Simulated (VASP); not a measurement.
A run of VASP 6.6.1 is set up as follows.

Contents of INCAR:

```
SYSTEM = Ag
PREC = Accurate
ENCUT = 600
EDIFF = 1E-6
ISMEAR = 0
SIGMA = 0.1
LREAL = .False.
LASPH = .True.
NELM = 100
ALGO = Fast
ISIF = 3
LWAVE = .False.
LCHARG = .False.
GGA = PE
IBRION = 2
NSW = 90
EDIFFG = -0.04
```

Contents of KPOINTS:

```
Automatic mesh
0
Gamma
  6 6 2
  0 0 0
```

The input POSCAR:

```
Ag
1.0
    3.5284387767      0.0000000000      0.0000000000
   -1.7642193883      3.0557176163      0.0000000000
    0.0000000000      0.0000000000     11.5237763669
Ag
8
Direct
    0.0000000000      0.0000000000      0.0937500000
    0.0000000000      0.0000000000      0.5937500000
    0.0000000000      0.0000000000      0.4062500000
    0.0000000000      0.0000000000      0.9062500000
    0.3333333333      0.6666666667      0.1562500000
    0.6666666667      0.3333333333      0.6562500000
    0.3333333333      0.6666666667      0.3437500000
    0.6666666667      0.3333333333      0.8437500000
```

Potentials or basis: VASP PAW PBE potentials, release 64 (Ag).

Command:

```console
$ cat potpaw_PBE.64/Ag/POTCAR > POTCAR
$ mpirun -np 1 vasp_std > vasp.out
```

Problem. Predict the band gap on the k mesh.

Solution. None (metal or under the smearing width).

Problem. What does it give for the relaxed volume?

Solution. 18.42 Å³/atom.

Forces in eV/Å, atoms in the order of the input:
```
Ag   0.000  0.000 -0.023
Ag   0.000  0.000 -0.023
Ag   0.000  0.000  0.023
Ag   0.000  0.000  0.023
Ag   0.000  0.000  0.011
Ag   0.000  0.000  0.011
Ag   0.000  0.000 -0.011
Ag   0.000  0.000 -0.011
```

Caveat: the volume moved by over 15 % at a fixed basis, so the end points are rough.
